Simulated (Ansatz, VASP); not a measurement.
**One calculation of K, two programs**

```
CELL_PARAMETERS angstrom
4.79309 0.00000 0.00000
0.00000 8.03366 0.00000
0.00000 0.00000 7.65283
ATOMIC_POSITIONS crystal
K 0.50000 0.67776 0.25000
K 0.50000 0.32224 0.75000
K 0.00000 0.17776 0.25000
K 0.00000 0.82224 0.75000
```

Alike in both runs: task single point; functional PBE; k mesh 10 × 6 × 6; occupations gaussian, width 0.1 eV; no spin polarisation.

|  | VASP | Ansatz |
| --- | --- | --- |
| version | VASP 6.6.1 | Ansatz 0.2.0 |
| potentials or method | VASP PAW PBE potentials, release 64 (K_sv) | scalar-relativistic, plane waves, PAW |
| plane-wave cutoff (eV) | 520 | 420 |
| valence electrons in the cell | 36 | 36 |

|  | VASP | Ansatz | Ansatz less VASP |
| --- | --- | --- | --- |
| gap on the k mesh at the Fermi level (eV) | none | none | - |
| pressure (GPa) | 0.0 | 0.0 | +0.01 |

A gap of «none» marks a metal or a gap that the smearing closes.
